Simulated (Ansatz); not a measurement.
# Ti: element swaps in one structure

An exercise on one series of results from a longer session: the logs are not shown, and one member is left open.

Program: Ansatz 0.2.0. Level of theory: DFT PBEsol, scalar-relativistic, plane waves, PAW. These are calculated values, not measurements.

1 further run of the same task is left out (set aside as unsound or not needed).

## The starting structure

Symmetry: Im-3m, No. 229, cubic system. Conventional cell: a = 3.210 Å, b = 3.210 Å, c = 3.210 Å, α = 90.00°, β = 90.00°, γ = 90.00°. Ti (site symmetry m-3m) is surrounded by 8 Ti at 2.78 Å.

As a file:

```cif
data_structure
_symmetry_space_group_name_H-M 'P 1'
_symmetry_Int_Tables_number 1
_cell_length_a 2.7801
_cell_length_b 2.7801
_cell_length_c 2.7801
_cell_angle_alpha 109.471
_cell_angle_beta 109.471
_cell_angle_gamma 109.471
_cell_volume 16.54
loop_
_atom_site_label
_atom_site_type_symbol
_atom_site_fract_x
_atom_site_fract_y
_atom_site_fract_z
_atom_site_occupancy
Ti1 Ti 0.00000 0.00000 0.00000 1
```

This cell was relaxed beforehand with the same method: volume 16.54 Å³/atom, gap on the mesh none (metal).

Set-up of the first run:

input.yaml reads:

```yaml
crystal:
  lattice:
    - [-1.4718228077, 1.4718228077, 1.4718228077]
    - [1.4718228077, -1.4718228077, 1.4718228077]
    - [1.4718228077, 1.4718228077, -1.4718228077]
  atoms:
    - { symbol: Ir, position: [0.0, 0.0, 0.0] }
basis:
  ecutwfc: 420
kpoints:
  mp_grid: { grid: [8, 8, 8] }
hamiltonian:
  xc: pbesol
scf:
  occupations: { method: gaussian, width: 0.1 }
output:
  forces: true
  stress: true
  eigenvalues: true
```

On the command line:

```
ansatz run input.yaml --threads 1 --pin off --max-ram 2560MiB --backend cpu --events-out ev --progress --plain --runs-dir out
```

Among the steps run: Probe: one point at the start (Ir); A loose first relaxation (Ir); The relaxation (Ir); Probe: one point at the start (Sc); Rough relaxation on the coarse mesh (Sc); The relaxation (Sc).

One of the session's tables, all rows but one given; the rest of the session is left out.

Lengths are those of the vectors of the cell that was run:

```
   swap  volume (Å³/atom)  a (Å)  b (Å)  c (Å)
   none             16.54  2.780  2.780  2.780
Ti → Hf             21.27  3.023  3.023  3.023
Ti → Zr             21.83  3.049  3.049  3.049
Ti → Ir             14.56  2.664  2.664  2.664
Ti → Sc                 ?      ?      ?      ?
```

Q: Estimate the row for Ti → Sc from the others.

The run gave: volume (Å³/atom): 23.89; a (Å): 3.142; b (Å): 3.142; c (Å): 3.142. In the column «volume (Å³/atom)» it is the highest.

Lengths are those of the computed cell. Rows of earlier swaps come from the sessions before.
